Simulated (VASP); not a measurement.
# BeTe: phonons with LDA

Crystal: BeTe.

```
Te Be
1.0
     0.00000    2.77000    2.77000
     2.77000    0.00000    2.77000
     2.77000    2.77000    0.00000
Te Be
1 1
Direct
  0.75000 0.75000 0.75000
  0.00000 0.00000 0.00000
```

```json
{
  "Program": "VASP 6.6.1",
  "Task": "phonons",
  "Functional": "LDA",
  "Potentials or basis": "VASP PAW LDA potentials, release 64 (Te, Be)",
  "Cutoff": "600 eV",
  "k mesh": "6 × 6 × 6",
  "Occupations": "fermi-dirac, width 0.05 eV",
  "Spin": "no spin polarisation",
  "Further INCAR settings": "ALGO = Normal; EDIFF = 1e-08; IBRION = 6; POTIM = 0.015; NSW = 1"
}
```

```
Relaxed volume                                          : 21.53 Å³/atom
Relaxed cell                                            : a = 3.934 Å, b = 3.934 Å, c = 3.934 Å, α = 60.00°, β = 60.00°, γ = 60.00°
Space group after relaxing (to 0.05 Å)                  : F-43m (No. 216)
Highest phonon frequency at Γ, LO-TO splitting left out : 481 cm⁻¹
```

Step by step:
| step | energy change (eV) | largest force (eV/Å) | pressure (GPa) | volume (Å³) |
| --- | --- | --- | --- | --- |
| 1 | 0.0000 | 0.0000 | 0.83 | 42.51 |
| 2 | -0.0013 | 0.0000 | -0.20 | 43.19 |
| 3 | -0.0014 | 0.0000 | 0.00 | 43.05 |

Final structure:
```xyz
2
Lattice="0.0000 2.7818 2.7818 2.7818 0.0000 2.7818 2.7818 2.7818 0.0000" Properties=species:S:1:pos:R:3 pbc="T T T"
Te    4.1727    4.1727    4.1727
Be    0.0000    0.0000    0.0000
```

Phonon frequencies in cm⁻¹ (negative: imaginary):
```tsv
q point	frequencies
(0.000, 0.000, 0.000)	0 0 0 481 481 481
```

Wall time 20 s on 1 thread of Intel(R) Xeon(R) 6975P-C (Granite Rapids) (shared host), peak memory 0.17 GiB.

Spin-orbit coupling is left out, which matters for the levels of Te.
